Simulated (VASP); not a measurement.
Ga:

```
Ga
1.0
     1.38300   -4.02650    0.00000
     1.38300    4.02650    0.00000
    -0.11745    0.00000    3.32993
Ga
2
Direct
  0.13100 0.86900 0.75000
  0.86900 0.13100 0.25000
```

This isn't the form of Ga at room conditions, which is orthorhombic.

```yaml
Program: VASP 6.6.1
Task: relaxation of cell and atoms
Functional: PBEsol
Potentials_or_basis: VASP PAW PBE potentials, release 64 (Ga_d)
Cutoff: 600 eV
k_mesh: 7 × 7 × 6
Occupations: fermi-dirac, width 0.05 eV
Spin: no spin polarisation
```

At the start: pressure -1.6 GPa; volume 18.54 Å³/atom.

Task: Where does the relaxation end?

Result: Over 30 steps the energy falls by 18.3 meV/atom and the volume is 18.08 Å³/atom (-2.5 %); space group C2/c (No. 15, to 0.05 Å).

Step by step:
| step | energy change (eV) | largest force (eV/Å) | pressure (GPa) | volume (Å³) |
| --- | --- | --- | --- | --- |
| 1 | 0.0000 | 0.1403 | -1.57 | 37.09 |
| 2 | -0.0089 | 0.0657 | 0.11 | 36.12 |
| 3 | -0.0093 | 0.0512 | 0.26 | 35.96 |
| 4 | -0.0090 | 0.0224 | 0.80 | 35.64 |
| 5 | -0.0093 | 0.0448 | 0.44 | 35.87 |
| 6 | -0.0119 | 0.0001 | 0.10 | 35.96 |
| 7 | -0.0161 | 0.1347 | -0.80 | 36.22 |
| 8 | -0.0160 | 0.1039 | -0.16 | 36.16 |
| 9 | -0.0161 | 0.1194 | -0.49 | 36.19 |
| 10 | -0.0171 | 0.1328 | -0.44 | 36.19 |
| 11 | -0.0178 | 0.1485 | -0.45 | 36.18 |
| 12 | -0.0174 | 0.1764 | -0.46 | 36.16 |
| 13 | -0.0180 | 0.1578 | -0.36 | 36.17 |
| 14 | -0.0194 | 0.1445 | -0.56 | 36.13 |
| 15 | -0.0227 | 0.1021 | -0.05 | 35.99 |
| 16 | -0.0273 | 0.0178 | 0.58 | 35.70 |
| 17 | -0.0284 | 0.1332 | 2.03 | 35.12 |
| 18 | -0.0303 | 0.0364 | 1.05 | 35.48 |
| 19 | -0.0308 | 0.0852 | 1.46 | 35.30 |
| 20 | -0.0323 | 0.0985 | 1.18 | 35.43 |
| 21 | -0.0326 | 0.1048 | 1.16 | 35.49 |
| 22 | -0.0342 | 0.0901 | 0.82 | 35.68 |
| 23 | -0.0359 | 0.0624 | 0.12 | 36.06 |
| 24 | -0.0360 | 0.0535 | -0.30 | 36.19 |
| 25 | -0.0360 | 0.0589 | 0.07 | 36.13 |
| 26 | -0.0360 | 0.0558 | -0.10 | 36.16 |
| 27 | -0.0362 | 0.0430 | -0.06 | 36.16 |
| 28 | -0.0365 | 0.0053 | -0.01 | 36.15 |
| 29 | -0.0365 | 0.0109 | 0.00 | 36.15 |
| 30 | -0.0366 | 0.0040 | -0.02 | 36.15 |

Final structure:
```
CELL_PARAMETERS angstrom
1.30704 -4.05098 -0.03490
1.30704 4.05098 -0.03490
-0.18705 0.00000 3.41899
ATOMIC_POSITIONS crystal
Ga 0.13147 0.86853 0.75000
Ga 0.86853 0.13147 0.25000
```

Caveat: the PAW data sets were made with another functional, which shifts forces and pressure a little.
